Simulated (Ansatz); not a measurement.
Set up this calculation in Ansatz 0.2.0, as the native input.

- Task: band structure
- Functional: PBEsol
- Potentials or basis: Ansatz PAW
- Cutoff: 420 eV (not typed: the program's choice for these potentials)
- k mesh: 3 × 6 × 6
- Occupations: fermi-dirac, width 0.05 eV
- Spin: no spin polarisation
- Path: [["G", "X", "S", "Y", "G", "Z", "U", "R", "T", "Z"], ["Y", "T"], ["U", "X"], ["S", "R"]]
- Points for each segment of the path: 10

The system is SnSe.

```
Sn Se
1.0
    11.42000    0.00000    0.00000
     0.00000    4.19000    0.00000
     0.00000    0.00000    4.46000
Sn Se
4 4
Direct
  0.87700 0.75000 0.90900
  0.62300 0.25000 0.40900
  0.37700 0.75000 0.59100
  0.12300 0.25000 0.09100
  0.64300 0.75000 0.98400
  0.85700 0.25000 0.48400
  0.14300 0.75000 0.51600
  0.35700 0.25000 0.01600
```

The input as run:

input.yaml

```yaml
crystal:
  lattice:
    - [11.42, 0.0, 0.0]
    - [0.0, 4.19, 0.0]
    - [0.0, 0.0, 4.46]
  atoms:
    - { symbol: Sn, position: [0.877, 0.75, 0.909] }
    - { symbol: Sn, position: [0.623, 0.25, 0.409] }
    - { symbol: Sn, position: [0.377, 0.75, 0.591] }
    - { symbol: Sn, position: [0.123, 0.25, 0.091] }
    - { symbol: Se, position: [0.643, 0.75, 0.984] }
    - { symbol: Se, position: [0.857, 0.25, 0.484] }
    - { symbol: Se, position: [0.143, 0.75, 0.516] }
    - { symbol: Se, position: [0.357, 0.25, 0.016] }
hamiltonian:
  xc: pbesol
  pseudopotentials: { kind: paw }
kpoints:
  mp_grid: { grid: [3, 6, 6] }
  band_path:
    path:
      - [[0.0, 0.0, 0.0], [0.0, 0.5, 0.0], [0.0, 0.5, 0.5], [0.0, 0.0, 0.5], [0.0, 0.0, 0.0], [0.5, 0.0, 0.0], [0.5, 0.5, 0.0], [0.5, 0.5, 0.5], [0.5, 0.0, 0.5], [0.5, 0.0, 0.0]]
      - [[0.0, 0.0, 0.5], [0.5, 0.0, 0.5]]
      - [[0.5, 0.5, 0.0], [0.0, 0.5, 0.0]]
      - [[0.0, 0.5, 0.5], [0.5, 0.5, 0.5]]
    npoints: 10
scf:
  occupations: { method: fermi_dirac, width: 0.05 }
  n_extra_bands: 20
output:
  forces: true
  stress: true
  eigenvalues: true
  fatbands: false
```

Potentials or basis: Ansatz PAW.

Launch:

```console
$ ansatz run input.yaml --threads 4 --pin off --max-ram 11264MiB --backend cpu --events-out ev --progress --plain --runs-dir out
```

It gave:

| Quantity | Value |
| --- | --- |
| Pressure | -0.6 GPa |
| Largest force | 0.235 eV/Å |
| Band gap on the k mesh | 0.48 eV, indirect (least direct gap 0.67 eV) |
| Band gap along the path | 0.53 eV, indirect (least direct gap 0.67 eV) |

Caveat: spin-orbit coupling is left out, which moves the levels of the heavy elements; the PAW data sets come from PBE, with cores solved anew for the run's functional, which leaves a small shift of forces and pressure.

Wall time 25 s on 4 threads of Intel(R) Xeon(R) Processor @ 2.70GHz (shared host), peak memory 1.3 GiB.
